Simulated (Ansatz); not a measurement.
TiO2:

```
CELL_PARAMETERS angstrom
-4.35076 4.35076 1.88756
4.35076 -4.35076 1.88756
4.35076 4.35076 -1.88756
ATOMIC_POSITIONS crystal
Ti 0.29228 0.99714 0.28943
Ti 0.00286 0.29228 0.29514
Ti 0.99714 0.70772 0.70486
Ti 0.70772 0.00286 0.71057
O 0.49886 0.84922 0.34808
O 0.16166 0.15960 0.32126
O 0.15078 0.49886 0.64965
O 0.15960 0.83834 0.99794
O 0.84040 0.16166 0.00206
O 0.84922 0.50114 0.35035
O 0.83834 0.84040 0.67874
O 0.50114 0.15078 0.65192
```

Measurements of this composition are mostly on another form, of space group No. 141.

Base run:

| Item | Value |
| --- | --- |
| Program | Ansatz 0.2.0 |
| Functional | r2SCAN |
| Potentials or basis | Ansatz PAW |
| Cutoff | 500 eV (not typed: the program's choice for these potentials) |
| k mesh | 8 × 8 × 8 |
| Occupations | fermi-dirac, width 0.05 eV |
| Spin | no spin polarisation |

Its results: band gap on the k mesh 2.01 eV, indirect (least direct gap 2.72 eV); pressure -1.3 GPa; largest force 0.306 eV/Å.

The run is repeated on the same cell with these changes: functional from r2SCAN to PBE; cutoff from 500 eV (not typed: the program's choice for these potentials) to 420 eV (not typed: the program's choice for these potentials); k mesh from 8 × 8 × 8 to 6 × 6 × 6. What comes out?

Band gap on the k mesh 1.64 eV, indirect (least direct gap 2.33 eV); pressure 3.2 GPa; largest force 0.192 eV/Å.

Several settings changed at once, so the effect can't be laid on one alone.

Caveats: the PAW data sets come from PBE, with cores solved anew for the run's functional, which leaves a small shift of forces and pressure (some runs).
